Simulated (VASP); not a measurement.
Method: PBE GGA, VASP's PBE PAW potentials (set 64) (plane waves; VASP 6.6.1).

Input for VASP

POSCAR:
```
NaBr
1
    0.0000000000     3.0090669175     3.0090669175
    3.0090669175     0.0000000000     3.0090669175
    3.0090669175     3.0090669175     0.0000000000
Na Br
1 1
Direct
  0.0000000000   0.0000000000   0.0000000000
  0.5000000000   0.5000000000   0.5000000000
```

**KPOINTS**
```
Automatic mesh
0
Gamma
  7 7 7
0 0 0
```

INCAR:
```
# general
SYSTEM   =  NaBr
PREC     =  Accurate
ENCUT    =  400
LREAL    =  F
LASPH    =  T

# electronic loop
EDIFF    =  1E-6
NELM     =  100
ALGO     =  Normal
LMAXMIX  =  4

# smearing
ISMEAR   =  0
SIGMA    =  0.05

# functional
GGA      =  PE

# ions
IBRION   =  2
NSW      =  60
ISIF     =  3
EDIFFG   =  -0.01

# output
LWAVE    =  F
LCHARG   =  F
```

POTCAR, in this order: Na_pv Br (PBE.64 set). Program: vasp_std.

Output of the run:

**OSZICAR**
```
       N       E                     dE             d eps       ncg     rms          rms(c)
DAV:   1     0.781184175204E+02    0.78118E+02   -0.62154E+03   459   0.989E+02
DAV:   2     0.504074103386E+00   -0.77614E+02   -0.72585E+02   497   0.238E+02
DAV:   3    -0.611379059399E+01   -0.66179E+01   -0.65829E+01   527   0.712E+01
DAV:   4    -0.624507453650E+01   -0.13128E+00   -0.13119E+00   500   0.107E+01
DAV:   5    -0.624704279756E+01   -0.19683E-02   -0.19682E-02   500   0.131E+00    0.166E+00
DAV:   6    -0.612726341557E+01    0.11978E+00   -0.19721E-01   491   0.286E+00    0.102E+00
DAV:   7    -0.611554980566E+01    0.11714E-01   -0.89457E-02   512   0.187E+00    0.569E-01
DAV:   8    -0.611949015884E+01   -0.39404E-02   -0.66693E-03   446   0.813E-01    0.111E-01
DAV:   9    -0.611946810464E+01    0.22054E-04   -0.10940E-04   542   0.108E-01    0.587E-02
DAV:  10    -0.611953302835E+01   -0.64924E-04   -0.11579E-04   464   0.101E-01    0.125E-02
DAV:  11    -0.611953296932E+01    0.59037E-07   -0.75383E-06   497   0.300E-02
   1 F= -.61195330E+01 E0= -.61195330E+01  d E =-.611953E+01
```

### OUTCAR
```
------------------------ aborting loop because EDIFF is reached ----------------------------------------
  FORCE on cell =-STRESS in cart. coord.  units (eV):
  Direction    XX          YY          ZZ          XY          YZ          ZX
  --------------------------------------------------------------------------------------
  Total        0.0126013      0.0126013      0.0126013      0.0000000      0.0000000      0.0000000
  in kB        0.3705096      0.3705096      0.3705096      0.0000000      0.0000000      0.0000000
  external PRESSURE =       0.3705096 kB  Pullay stress =       0.0000000 kB
  volume of cell :       54.49
      direct lattice vectors                 reciprocal lattice vectors
     0.000000000  3.009066918  3.009066918    -0.166164467  0.166164467  0.166164467
     3.009066918  0.000000000  3.009066918     0.166164467 -0.166164467  0.166164467
     3.009066918  3.009066918  0.000000000     0.166164467  0.166164467 -0.166164467
 POSITION                                       TOTAL-FORCE (eV/Angst)
 -----------------------------------------------------------------------------------
      0.00000      0.00000      0.00000         0.000000     -0.000000     -0.000000
      3.00907      3.00907      3.00907        -0.000000      0.000000      0.000000
 -----------------------------------------------------------------------------------
    total drift:                                0.000000      0.000000      0.000000
  FREE ENERGIE OF THE ION-ELECTRON SYSTEM (eV)
  ---------------------------------------------------
  free  energy   TOTEN  =        -6.1195329693 eV

  energy  without entropy=       -6.1195329693  energy(sigma->0) =       -6.11953297

 reached required accuracy - stopping structural energy minimisation
```
(Selected blocks of OUTCAR.)

The compound is NaBr in the rock salt structure. It was relaxed first. The start is the result of an earlier pass.
